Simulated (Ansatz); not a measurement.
LAPW volumes and bulk moduli in simple lattices

All-electron LAPW (Ansatz 0.2.0), scalar-relativistic, no spin, Fermi–Dirac smearing 0.136 eV, k-meshes of 8 to 18 points an axis; Birch–Murnaghan fits to pressures. Some or most of these lattices are hypothetical for the element, and V0 is the minimum nearest the starting volume; lattices without a usable fit are left out; mesh and smearing are coarse, and magnetic elements are treated as non-magnetic.

```
element  lattice  functional  V0 (Å³/atom)  B0 (GPa)   B′  k-points per axis
     Ru      bcc         LDA         13.53       326  4.8                 15
     Ru      bcc         PBE         14.28       274  4.9                 15
     Ru      bcc      PBEsol         13.79       307  4.8                 15
     Ru  diamond         LDA         19.24       193  4.7                  9
     Ru  diamond      PBEsol         19.61       181  4.7                  9
     Ru      fcc         PBE         13.85       303  4.9                 15
     Ru      fcc      PBEsol         13.40       338  4.8                 15
     Ru       sc         LDA         14.99       260  4.7                 13
     Ru       sc         PBE         15.88       217  4.8                 13
     Ru       sc      PBEsol         15.29       244  4.7                 13
```

Give V0 and B0 for fcc Ru in LDA.

13.16 Å³/atom and 357.6 GPa.

Give V0 and B0 for diamond Ru in PBE.

20.31 Å³/atom and 162.2 GPa.
